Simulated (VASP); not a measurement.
Crystal: PtSe2 (Sudovikovite).

```xyz
3
Lattice="3.7240 0.0000 0.0000 -1.8620 3.2251 0.0000 0.0000 0.0000 5.0620" Properties=species:S:1:pos:R:3 pbc="T T T"
Pt    0.0000    0.0000    0.0000
Se    1.8620    1.0750    3.7965
Se    0.0000    2.1501    1.2655
```

| Quantity | Value |
| --- | --- |
| Program | VASP 6.6.1 |
| Task | single point |
| Functional | PBEsol |
| Potentials or basis | VASP PAW PBE potentials, release 64 (Pt, Se) |
| Cutoff | 520 eV |
| k mesh | 8 × 8 × 5 |
| Occupations | fermi-dirac, width 0.05 eV |
| Spin | no spin polarisation |

On this cell: pressure 2.2 GPa; largest force 0.356 eV/Å; band gap on the k mesh none (metal or under the smearing width).

The same run follows on a disturbed copy (atoms moved at random, drawn with an rms of 0.05 Å):

```
Pt Se
1.0
     3.72400    0.00000    0.00000
    -1.86200    3.22508    0.00000
     0.00000    0.00000    5.06200
Pt Se
1 2
Direct
  0.01133 0.02263 0.00660
  0.65034 0.33135 0.74000
  0.33238 0.65513 0.24631
```

What does the disturbed cell give?

The energy (extrapolated to zero smearing) moves by +40.0 meV/atom; pressure 2.1 GPa; largest force 1.978 eV/Å; band gap on the k mesh none (metal or under the smearing width).

Forces in eV/Å, atoms in the order of the input:
```
Pt  -0.301 -1.594 -1.131
Se   0.446  0.501  0.255
Se  -0.144  1.093  0.876
```

Stress tensor (GPa, compression positive):
```
 1.66  0.91 -1.82
 0.91  4.00  1.70
-1.82  1.70  0.73
```

Caveats: the PAW data sets were made with another functional, which shifts forces and pressure a little.
